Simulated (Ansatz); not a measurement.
# W: the cost of one run

Method: DFT PBE, scalar-relativistic, plane waves, PAW, in Ansatz 0.2.0.

## (1) The structure to begin with

The structure is hexagonal, space group P6mm (No. 183). The conventional cell has a = 4.250 Å, b = 4.250 Å, c = 4.537 Å, α = 90.00°, β = 90.00°, γ = 120.00°. Around W (site symmetry 6mm) lie 6 W at 2.21 Å. W (site symmetry 2mm) is surrounded by 6 W at 2.12 to 2.21 Å.

As a file:

```xyz
4
Lattice="4.2496 0.0000 0.0000 -2.1248 3.6803 0.0000 0.0000 0.0000 4.5371" Properties=species:S:1:pos:R:3 pbc="T T T"
W     0.0000    0.0000    0.5671
W    -1.0624    1.8401    4.4879
W     2.1248    0.0000    4.4879
W     1.0624    1.8401    4.4879
```

## (2) Rough relaxation on the coarse mesh

File input.yaml:

```yaml
crystal:
  lattice:
    - [4.2496070415, 0.0, 0.0]
    - [-2.1248035207, 3.680267654, 0.0]
    - [0.0, 0.0, 4.5370617218]
  atoms:
    - { symbol: W, position: [0.0, 0.0, 0.125] }
    - { symbol: W, position: [0.0, 0.5, 0.98917] }
    - { symbol: W, position: [0.5, 0.0, 0.98917] }
    - { symbol: W, position: [0.5, 0.5, 0.98917] }
basis:
  ecutwfc: 420
kpoints:
  mp_grid: { grid: [6, 6, 4] }
hamiltonian:
  xc: pbe
scf:
  occupations: { method: gaussian, width: 0.1 }
  lower_state_search: "off"
output:
  forces: true
  stress: true
  eigenvalues: true
relax:
  adjacent_minimum: "off"
  f_tol: 0.04
  max_steps: 70
  cell: { stress_tol: 0.4 }
```

What time and memory should one allow on 1 thread of an x86-64 CPU, shared host?

About 72 s, with a peak of 0.39 GiB.
